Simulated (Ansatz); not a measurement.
# AlAs (F-43m): exact exchange against the cheap answer (a further series)

One table from this session's results is given with a row withheld; the runs are named, their logs left out.

Method: DFT at several levels, plane waves, PAW, in Ansatz 0.2.0.

### Starting point

It takes space group F-43m (No. 216, cubic). The conventional cell has a = 5.661 Å, b = 5.661 Å, c = 5.661 Å, α = 90.00°, β = 90.00°, γ = 90.00°. Al (site symmetry -43m) has 4 As at 2.45 Å in its first shell of neighbours. As (site symmetry -43m) has 4 Al at 2.45 Å in its first shell of neighbours.

Coordinates:

```cif
data_structure
_symmetry_space_group_name_H-M 'F-43m'
_symmetry_Int_Tables_number 216
_cell_length_a 5.6608
_cell_length_b 5.6608
_cell_length_c 5.6608
_cell_angle_alpha 90.000
_cell_angle_beta 90.000
_cell_angle_gamma 90.000
_cell_volume 181.40
loop_
_atom_site_label
_atom_site_type_symbol
_atom_site_symmetry_multiplicity
_atom_site_Wyckoff_symbol
_atom_site_fract_x
_atom_site_fract_y
_atom_site_fract_z
_atom_site_occupancy
Al1 Al 4 a 0.00000 0.00000 0.00000 1
As1 As 4 c 0.25000 0.25000 0.25000 1
```

At PBE, an earlier run found 2.59 GPa for this cell of 22.675 Å³/atom (8×8×8 mesh), mesh gap 1.44 eV.

The cell stays fixed from here on.

Levels to run, all on a 4×4×4 mesh: HSE06 form (fraction 0.15, screening 0.5 Å⁻¹); PBE0 form (fraction 0.4); PBE0 form (fraction 0.5). Hardware: 4 threads of Arm Neoverse V1, shared host.

An earlier series ran PBE on this mesh: volume 22.675 Å³/atom, pressure 2.88 GPa, mesh gap 1.42 eV.

The first run:

The input, input.yaml:

```yaml
crystal:
  lattice:
    - [0.0, 2.83040004, 2.83040004]
    - [2.83040004, 0.0, 2.83040004]
    - [2.83040004, 2.83040004, 0.0]
  atoms:
    - { symbol: Al, position: [0.0, 0.0, 0.0] }
    - { symbol: As, position: [0.75, 0.75, 0.75] }
basis:
  ecutwfc: 420
  ecutrho_ratio: 4
kpoints:
  mp_grid: { grid: [4, 4, 4] }
hamiltonian:
  xc: { preset: hse06, exx: { coeff: 0.15, omega: 0.5 } }
scf:
  occupations: { method: gaussian, width: 0.05 }
  n_extra_bands: 9
output:
  forces: true
  stress: true
  eigenvalues: true
  populations: true
  dos: { projected: true, de: 0.02 }
```

On the command line:

```sh
ansatz run input.yaml --threads 4 --pin off --max-ram 8192MiB --backend cpu --events-out ev --progress --plain --runs-dir out
```

Among the steps run: HSE06 form (fraction 0.15, screening 0.5 Å⁻¹); PBE0 form (fraction 0.4); PBE0 form (fraction 0.5).

One of the session's tables, all rows but one given; the rest of the session is left out.

It belongs to the step «The sweep». 

```
                                        level  gap on the mesh (eV)  pressure (GPa)
                         PBE (earlier series)                  1.42             2.9
HSE06 form (fraction 0.15, screening 0.5 Å⁻¹)                     ?               ?
                     PBE0 form (fraction 0.4)                  3.61             0.1
                     PBE0 form (fraction 0.5)                  4.18            -0.5
```

**Question.** Estimate the row for HSE06 form (fraction 0.15, screening 0.5 Å⁻¹).

As computed: gap on the mesh (eV): 1.59; pressure (GPa): 2.3. In the column «gap on the mesh (eV)» it lies between PBE (earlier series) (1.42) and PBE0 form (fraction 0.4) (3.61).

Caveats from the session: Gaps are over this coarse mesh alone, and total energies of different levels can't be compared. The program warned that the SCF threshold is loose for the stress of this hybrid run. Warnings in the runs' records: stress exchange threshold loose, stress scf threshold loose.
